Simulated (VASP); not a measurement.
Wanted: an ASE script for a VASP 6.6.1 run.

- Task: relaxation of the atoms
- Functional: r2SCAN
- Potentials or basis: VASP PAW PBE potentials, release 64 (Pb_d, S)
- Cutoff: 520 eV
- k mesh: 6 × 6 × 6
- Occupations: gaussian, width 0.05 eV
- Spin: no spin polarisation
- Optimiser: BFGSLineSearch
- Further INCAR settings: ALGO = Normal; EDIFF = 1.00e-06

The structure of PbS (Galena) lies in POSCAR:

```
PbS
1.0
    0.0000000000      2.9657500000      2.9657500000
    2.9657500000      0.0000000000      2.9657500000
    2.9657500000      2.9657500000      0.0000000000
Pb S
1 1
Direct
   -0.0115120000      0.0138610000     -0.0022760000
    0.4938690000      0.5052960000      0.4970370000
```

The cell isn't the ideal one: atoms moved at random, drawn with an rms of 0.05 Å.

The input as run:

run.py

```python
from ase.calculators.vasp import Vasp
from ase.io import read
from ase.optimize import BFGSLineSearch

atoms = read('POSCAR')
calc = Vasp(
    directory='calc',
    xc='r2scan',
    pp='PBE',
    setups='recommended',
    prec='Accurate',
    encut=520,
    ediff=1e-06,
    ismear=0,
    sigma=0.05,
    lreal=False,
    lasph=True,
    nelm=80,
    algo='Normal',
    isif=2,
    lwave=True,
    lcharg=False,
    lmixtau=True,
    kpts=[6, 6, 6],
    gamma=True,
)
atoms.calc = calc
opt = BFGSLineSearch(atoms, trajectory='relax.traj')
converged = opt.run(fmax=0.01, steps=40)
print('converged:', converged)

print('energy (eV):', atoms.get_potential_energy())
print('free energy (eV):', atoms.get_potential_energy(force_consistent=True))
print('forces (eV/A):')
print(atoms.get_forces())
print('stress (eV/A^3, Voigt):', atoms.get_stress())
print('Fermi level (eV):', calc.get_fermi_level())
print('cell (A, degrees):', atoms.cell.cellpar())
print('volume (A^3):', atoms.get_volume())
print('scaled positions:')
print(atoms.get_scaled_positions())
```

Potentials or basis: VASP PAW PBE potentials, release 64 (Pb_d, S).

The run is started by

```console
$ python run.py
```

It gave:

- Energy gained by relaxing: 0.1 meV/atom
- Ionic steps: 2
- Pressure after relaxing: 1.3 GPa
- Largest force after relaxing: 0.003 eV/Å
- Band gap on the k mesh: 0.62 eV, direct

Caveat: the PAW data sets were made with another functional, which shifts forces and pressure a little; spin-orbit coupling is left out, which as a rule narrows the gap of such compounds by several tenths of an eV.

Wall time 9.7 min on 1 thread of Intel(R) Xeon(R) Platinum 8259CL CPU @ 2.50GHz (Skylake/Cascade Lake) (shared host), peak memory 0.24 GiB.
